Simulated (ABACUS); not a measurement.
# Pt (Fm-3m) in ABACUS: equation of state

Aim: energy against volume of Pt in PBEsol, for its equilibrium volume and stiffness.

All numbers are computed with ABACUS 3.10.1; they aren't measurements. Logs are shortened: lines on timing, memory, paths and dates and some standing lists are left out, and cuts for length are marked.

### 1 The structure

The structure is cubic, space group Fm-3m (No. 225). Conventional cell: a = 3.922 Å, b = 3.922 Å, c = 3.922 Å, α = 90.00°, β = 90.00°, γ = 90.00°. Pt (site symmetry m-3m) is surrounded by 12 Pt at 2.77 Å.

### 2 Equation of state, PBEsol, 14.18 Å³/atom (volume scaled by 0.94)

Input file INPUT:

```
INPUT_PARAMETERS
suffix              Pt
calculation         scf
basis_type          pw
pseudo_dir          ./
symmetry            1
dft_functional      pbesol
ecutwfc             84
pseudo_rcut         7
nspin               1
nbands              13
ks_solver           dav
smearing_method     fd
smearing_sigma      0.00367493
scf_thr             1e-08
scf_nmax            100
mixing_type         broyden
mixing_beta         0.7
cal_force           1
cal_stress          1
kpar                4
```

Input file STRU:

```
ATOMIC_SPECIES
Pt 195.0840 Pt.upf

LATTICE_CONSTANT
1.8897261246

LATTICE_VECTORS
0.0000000000 1.9208704006 1.9208704006
1.9208704006 0.0000000000 1.9208704006
1.9208704006 1.9208704006 0.0000000000

ATOMIC_POSITIONS
Direct

Pt
0.0
1
0.0000000000 0.0000000000 0.0000000000 1 1 1
```

Input file KPT:

```
K_POINTS
0
Gamma
12 12 12 0 0 0
```

Potentials or basis: PseudoDojo NC SR 0.4.1 PBEsol standard, plane waves.

Started as:

```
> OMP_NUM_THREADS=1 mpirun -np 4 abacus > log
```

running log:

```text
ABACUS v3.10.1

               Atomic-orbital Based Ab-initio Computation at UStc

 ------------------------------------------------------------------------------------

 READING GENERAL INFORMATION
                           global_out_dir = OUT.Pt/
                           global_in_card = INPUT
                               pseudo_dir = ./
                              orbital_dir =
                                    DSIZE = 4
                                    GSIZE = 1

 READING UNITCELL INFORMATION
                                    ntype = 1
                  lattice constant (Bohr) = 1.88973
              lattice constant (Angstrom) = 1

 READING ATOM TYPE 1
                               atom label = Pt
                      L=0, number of zeta = 1
                      L=1, number of zeta = 1
                      L=2, number of zeta = 1
             number of atom for this type = 1

                        TOTAL ATOM NUMBER = 1
DIRECT COORDINATES
    atom                   x                   y                   z     mag                  vx                  vy                  vz
taud_Pt1            0.0000000000        0.0000000000        0.0000000000  0.0000        0.0000000000        0.0000000000        0.0000000000

                          Volume (Bohr^3) = 95.6579
                             Volume (A^3) = 14.175

 Lattice vectors: (Cartesian coordinate: in unit of a_0)
                   +0            +1.92087            +1.92087
             +1.92087                  +0            +1.92087
             +1.92087            +1.92087                  +0
 Reciprocal vectors: (Cartesian coordinate: in unit of 2 pi/a_0)
            -0.260299           +0.260299           +0.260299
            +0.260299           -0.260299           +0.260299
            +0.260299           +0.260299           -0.260299
 The esolver type has been set to : ksdft_pw

                PAO radial cut off (Bohr) = 7

 Read in pseudopotential file is Pt.upf
                     pseudopotential type = NC
          exchange-correlation functional = PBESOL
                 nonlocal core correction = 1
                        valence electrons = 18
                                     lmax = 3
                           number of zeta = 4
                     number of projectors = 8
                           L of projector = 0
                           L of projector = 0
                           L of projector = 1
                           L of projector = 1
                           L of projector = 2
                           L of projector = 2
                           L of projector = 3
                           L of projector = 3
     initial pseudo atomic orbital number = 10

 SETUP THE ELECTRONS NUMBER
            electron number of element Pt = 18
      total electron number of element Pt = 18
            AUTOSET number of electrons:  = 18
                           occupied bands = 9
                                   NBANDS = 13
                                   NLOCAL = 9

%%%%%%%%%%%%%%%%%%%%%%%%%%%%%%%%%%%%%%%%%%%%%%%%%%%%%%%%%%%%%%%%%%%%%%%%%%%%%%%%%%%%%%%%%%%%%%%%%%%%%%%%%%
 Warning: the number of valence electrons in pseudopotential > 10 for Pt: [Xe] 4f14 5d9 6s1
 Pseudopotentials with additional electrons can yield (more) accurate outcomes, but may be less efficient.
 If you're confident that your chosen pseudopotential is appropriate, you can safely ignore this warning.
%%%%%%%%%%%%%%%%%%%%%%%%%%%%%%%%%%%%%%%%%%%%%%%%%%%%%%%%%%%%%%%%%%%%%%%%%%%%%%%%%%%%%%%%%%%%%%%%%%%%%%%%%%

 SETUP THE PLANE WAVE BASIS
 energy cutoff for charge/potential (unit:Ry) = 336
            fft grid for charge/potential = [ 30, 30, 30 ]
                        fft grid division = [ 1, 1, 1 ]
        big fft grid for charge/potential = [ 30, 30, 30 ]
                                     nbxx = 27000
                                     nrxx = 27000

 SETUP PLANE WAVES FOR CHARGE/POTENTIAL
                    number of plane waves = 9841
                         number of sticks = 595

 PARALLEL PW FOR CHARGE/POTENTIAL
     PROC   COLUMNS(POT)             PW
        1            595           9841
 --------------- sum -------------------
        1            595           9841
                            number of |g| = 151
                                  max |g| = 30.0156
                                  min |g| = 0

----------- Double Check Mixing Parameters Begin ------------
mixing_type: broyden
mixing_beta: 0.7
mixing_gg0: 1
mixing_gg0_min: 0.1
mixing_ndim: 8
----------- Double Check Mixing Parameters End ------------

 LATTICE VECTORS: (CARTESIAN COORDINATE: IN UNIT OF A0)
                   +0            +1.92087            +1.92087
             +1.92087                  +0            +1.92087
[... 31 lines left out ...]
                             BRAVAIS TYPE = 2
                     BRAVAIS LATTICE NAME = 02. Cubic I (body-centered)
                                    ibrav = 2
                       right hand lattice = 1
(for k-lattice: )
                             BRAVAIS TYPE = 2
                     BRAVAIS LATTICE NAME = 02. Cubic I (body-centered)
                                    ibrav = 2
                       right hand lattice = 1
                        ROTATION MATRICES = 48
                               nkstot_ibz = 72
K-POINTS REDUCTION ACCORDING TO SYMMETRY
     IBZ    DIRECT_X    DIRECT_Y    DIRECT_Z  WEIGHT  ibz2bz
       1  0.00000000  0.00000000  0.00000000  0.0006       0
       2  0.08333333  0.08333333  0.08333333  0.0046       1
       3  0.16666667  0.16666667  0.16666667  0.0046       2
       4  0.25000000  0.25000000  0.25000000  0.0046       3
       5  0.33333333  0.33333333  0.33333333  0.0046       4
       6  0.41666667  0.41666667  0.41666667  0.0046       5
[... 22 lines left out ...]
      29  0.33333333  0.33333333  0.08333333  0.0139      40
      30  0.41666667  0.41666667  0.16666667  0.0139      41
[... 42 further k points ...]

                               nkstot now = 72
[... K-POINTS DIRECT COORDINATES: 72 rows ...]

           k-point number in this process = 18
       minimum distributed K point number = 18
[... stars of the k points ...]

[... K-POINTS CARTESIAN COORDINATES: 18 rows ...]

[... K-POINTS DIRECT COORDINATES: 18 rows ...]

 SETUP PLANE WAVES FOR WAVE FUNCTIONS
     energy cutoff for wavefunc (unit:Ry) = 84
              fft grid for wave functions = [ 30, 30, 30 ]
                    number of plane waves = 1591
                         number of sticks = 187

 PARALLEL PW FOR WAVE FUNCTIONS
     PROC   COLUMNS(POT)             PW
        1            187           1591
 --------------- sum -------------------
        1            187           1591

 SETUP NONLOCAL PSEUDOPOTENTIALS IN PLANE WAVE BASIS
 Pt non-local projectors:
 projector 1 L=0
 projector 2 L=0
 projector 3 L=1
 projector 4 L=1
 projector 5 L=2
 projector 6 L=2
 projector 7 L=3
 projector 8 L=3
      TOTAL NUMBER OF NONLOCAL PROJECTORS = 32

 Init Non-Local PseudoPotential table :
 Init Non-Local-Pseudopotential done.

                                     npwx = 1261

 Make real space PAO into reciprocal space.
       max mesh points in Pseudopotential = 701
     dq(describe PAO in reciprocal space) = 0.01
                                    max q = 1104

 number of pseudo atomic orbitals for Pt is 4
WARNING: norm of atomic wavefunction # 3 of atomic type Pt is 0.999889, renormalized
WARNING: norm of atomic wavefunction # 4 of atomic type Pt is 0.997658, renormalized

 -------------------------------------------
 SELF-CONSISTENT
 -------------------------------------------
                                 init_chg = atomic

 PW ALGORITHM --------------- ION=   1  ELEC=   1--------------------------------
 Notice: Threshold on eigenvalues was too large.
 hsover_error=0.18 > DRHO=0.0798991
 Origin diag ethr = 0.01
 New diag ethr = 0.000443884

 Density error is 0.0809151681822
                          Error Threshold = 0.000443884073697
----------------------------------------------------------
     Energy           Rydberg                 eV
----------------------------------------------------------
 E_KohnSham     -261.0870494446      -3552.2715464539
 E_Harris       -263.8024125712      -3589.2159571158
 E_Fermi        1.9465275357         26.4838657999
----------------------------------------------------------
[... 51 lines left out ...]
 Density error is 6.42575997309e-10
                          Error Threshold = 8.86350481453e-10
----------------------------------------------------------
     Energy           Rydberg                 eV
----------------------------------------------------------
 E_KohnSham     -261.1106923565      -3552.5932247737
 E_KS(sigma->0) -261.1101481028      -3552.5858198223
 E_Harris       -261.1107785699      -3552.5943977663
 E_band         -7.2579677853        -98.7497177801
 E_one_elec     -45.1628865616       -614.4725953654
 E_Hartree      36.0476082868        490.4528719720
 E_xc           -47.3760791310       -644.5846250802
 E_Ewald        -204.6182464433      -2783.9740663971
 E_entropy(-TS) -0.0010885074        -0.0148099030
 E_descf        0.0000000000         0.0000000000
 E_exx          0.0000000000         0.0000000000
 E_Fermi        1.8689990735         25.4290369564
----------------------------------------------------------

 charge density convergence is achieved
 final etot is -3552.5932248 eV
 EFERMI = 25.429036956 eV

 STATE ENERGY(eV) AND OCCUPATIONS    NSPIN == 1
 1/18 kpoint (Cartesian) = 0.0000 0.0000 0.0000 (1243 pws)
       1       -73.5129     0.00115741
       2       -27.3444     0.00115741
       3       -27.3444     0.00115741
       4       -27.3444     0.00115741
       5        14.3824     0.00115741
       6        21.1959     0.00115741
       7        21.1959     0.00115741
       8        21.1959     0.00115741
       9        23.6117     0.00115741
      10        23.6117     0.00115741
      11        39.7762        0.00000
      12        45.0591        0.00000
      13        45.0591        0.00000
[... 61 lines left out ...]
 6/18 kpoint (Cartesian) = 0.10846 0.10846 0.10846 (1245 pws)
       1       -73.4711     0.00925926
       2       -27.9016     0.00925926
       3       -27.4246     0.00925926
       4       -27.4246     0.00925926
       5        17.3530     0.00925926
       6        21.2036     0.00925926
       7        21.2036     0.00925926
       8        23.4706     0.00925926
       9        25.1826     0.00919281
      10        25.1826     0.00919281
      11        33.2144    2.20709e-70
      12        39.7144        0.00000
      13        45.4183        0.00000

[... levels at 12 further k points ...]

------------------------------------------------------------------------------------------
 TOTAL-FORCE (eV/Angstrom)
------------------------------------------------------------------------------------------
                       Pt1         0.0000000000         0.0000000000         0.0000000000
------------------------------------------------------------------------------------------

----------------------------------------------------------------
 TOTAL-STRESS (KBAR)
----------------------------------------------------------------
       193.2207969489        -0.0000000000        -0.0000000000
         0.0000000000       193.2207969489        -0.0000000000
         0.0000000000        -0.0000000000       193.2207969489
----------------------------------------------------------------
 TOTAL-PRESSURE: 193.220797 KBAR

 --------------------------------------------
 !FINAL_ETOT_IS -3552.5932247737428042 eV
 --------------------------------------------
```

It took 2.6 s on 4 MPI ranks of AMD EPYC 9R45 (Zen 5), shared host; peak memory 0.24 GiB.

Results:

```
Free energy            : -3552.5932 eV
Pressure               : 19.3 GPa
Band gap on the k mesh : none (metal or under the smearing width)
```

### 3 Equation of state, PBEsol, 14.48 Å³/atom (volume scaled by 0.96)

INPUT is that of step 2.

Input file STRU:

```
ATOMIC_SPECIES
Pt 195.0840 Pt.upf

LATTICE_CONSTANT
1.8897261246

LATTICE_VECTORS
0.0000000000 1.9343981026 1.9343981026
1.9343981026 0.0000000000 1.9343981026
1.9343981026 1.9343981026 0.0000000000

ATOMIC_POSITIONS
Direct

Pt
0.0
1
0.0000000000 0.0000000000 0.0000000000 1 1 1
```

KPT is that of step 2.

Potentials or basis: PseudoDojo NC SR 0.4.1 PBEsol standard, plane waves.

Started as:

```
> OMP_NUM_THREADS=1 mpirun -np 4 abacus > log
```

Wall time 2.2 s (4 MPI ranks of AMD EPYC 9R45 (Zen 5), shared host); peak memory 0.28 GiB.

It converged, with:

- Free energy: -3552.6223 eV
- Pressure: 11.6 GPa
- Band gap on the k mesh: none (metal or under the smearing width)

### 4 Equation of state, PBEsol, 14.78 Å³/atom (volume scaled by 0.98)

INPUT is that of step 3.

Input file STRU:

```
ATOMIC_SPECIES
Pt 195.0840 Pt.upf

LATTICE_CONSTANT
1.8897261246

LATTICE_VECTORS
0.0000000000 1.9477392008 1.9477392008
1.9477392008 0.0000000000 1.9477392008
1.9477392008 1.9477392008 0.0000000000

ATOMIC_POSITIONS
Direct

Pt
0.0
1
0.0000000000 0.0000000000 0.0000000000 1 1 1
```

KPT is that of step 3.

Started as:

```
> OMP_NUM_THREADS=1 mpirun -np 4 abacus > log
```

Wall time 2.2 s (4 MPI ranks of AMD EPYC 9R45 (Zen 5), shared host); peak memory 0.28 GiB.

It converged, with:

```
Free energy            : -3552.6377 eV
Pressure               : 4.8 GPa
Band gap on the k mesh : none (metal or under the smearing width)
```

### 5 Equation of state, PBEsol, 15.08 Å³/atom

INPUT is that of step 4.

Input file STRU:

```
ATOMIC_SPECIES
Pt 195.0840 Pt.upf

LATTICE_CONSTANT
1.8897261246

LATTICE_VECTORS
0.0000000000 1.9609000000 1.9609000000
1.9609000000 0.0000000000 1.9609000000
1.9609000000 1.9609000000 0.0000000000

ATOMIC_POSITIONS
Direct

Pt
0.0
1
0.0000000000 0.0000000000 0.0000000000 1 1 1
```

KPT is that of step 4.

Started as:

```
> OMP_NUM_THREADS=1 mpirun -np 4 abacus > log
```

It took 2.3 s on 4 MPI ranks of AMD EPYC 9R45 (Zen 5), shared host; peak memory 0.28 GiB.

Results (log left out):

| Property | Result |
| --- | --- |
| Free energy | -3552.6410 eV |
| Pressure | -1.2 GPa |
| Band gap on the k mesh | none (metal or under the smearing width) |

### 6 Equation of state, PBEsol, 15.38 Å³/atom (volume scaled by 1.02)

INPUT is that of step 5.

Input file STRU:

```
ATOMIC_SPECIES
Pt 195.0840 Pt.upf

LATTICE_CONSTANT
1.8897261246

LATTICE_VECTORS
0.0000000000 1.9738864712 1.9738864712
1.9738864712 0.0000000000 1.9738864712
1.9738864712 1.9738864712 0.0000000000

ATOMIC_POSITIONS
Direct

Pt
0.0
1
0.0000000000 0.0000000000 0.0000000000 1 1 1
```

KPT is that of step 5.

Potentials or basis: PseudoDojo NC SR 0.4.1 PBEsol standard, plane waves.

Started as:

```
> OMP_NUM_THREADS=1 mpirun -np 4 abacus > log
```

Run time: 2.3 s. Hardware: 4 MPI ranks of AMD EPYC 9R45 (Zen 5), shared host; peak memory 0.28 GiB.

The run converged. Its results:

| Property | Result |
| --- | --- |
| Free energy | -3552.6338 eV |
| Pressure | -6.5 GPa |
| Band gap on the k mesh | none (metal or under the smearing width) |

### 7 Equation of state, PBEsol, 15.68 Å³/atom (volume scaled by 1.04)

INPUT is that of step 6.

Input file STRU:

```
ATOMIC_SPECIES
Pt 195.0840 Pt.upf

LATTICE_CONSTANT
1.8897261246

LATTICE_VECTORS
0.0000000000 1.9867042750 1.9867042750
1.9867042750 0.0000000000 1.9867042750
1.9867042750 1.9867042750 0.0000000000

ATOMIC_POSITIONS
Direct

Pt
0.0
1
0.0000000000 0.0000000000 0.0000000000 1 1 1
```

KPT is that of step 6.

Started as:

```
> OMP_NUM_THREADS=1 mpirun -np 4 abacus > log
```

It took 2.3 s on 4 MPI ranks of AMD EPYC 9R45 (Zen 5), shared host; peak memory 0.24 GiB.

Results (log left out):

| Item | Value |
| --- | --- |
| Free energy | -3552.6172 eV |
| Pressure | -11.1 GPa |
| Band gap on the k mesh | none (metal or under the smearing width) |

### 8 Equation of state, PBEsol, 15.98 Å³/atom (volume scaled by 1.06)

INPUT is that of step 7.

Input file STRU:

```
ATOMIC_SPECIES
Pt 195.0840 Pt.upf

LATTICE_CONSTANT
1.8897261246

LATTICE_VECTORS
0.0000000000 1.9993587835 1.9993587835
1.9993587835 0.0000000000 1.9993587835
1.9993587835 1.9993587835 0.0000000000

ATOMIC_POSITIONS
Direct

Pt
0.0
1
0.0000000000 0.0000000000 0.0000000000 1 1 1
```

KPT is that of step 7.

Started as:

```
> OMP_NUM_THREADS=1 mpirun -np 4 abacus > log
```

Wall time 2.3 s (4 MPI ranks of AMD EPYC 9R45 (Zen 5), shared host); peak memory 0.28 GiB.

The run converged. Its results:

```
Free energy            : -3552.5924 eV
Pressure               : -15.2 GPa
Band gap on the k mesh : none (metal or under the smearing width)
```

### 9 Equation of state, PBEsol

Potentials or basis: PseudoDojo NC SR 0.4.1 PBEsol standard, plane waves.

This step only gathers the single runs of the series.

Results:

- Equilibrium volume: 15.02 Å³/atom
- Bulk modulus: 287 GPa
- Pressure derivative of the bulk modulus: 5.3

Energy against volume, from the lowest point:
| volume (Å³/atom) | energy (meV/atom) |
| --- | --- |
| 14.175 | 47.79 |
| 14.477 | 18.76 |
| 14.778 | 3.36 |
| 15.080 | 0.00 |
| 15.381 | 7.24 |
| 15.683 | 23.83 |
| 15.985 | 48.63 |
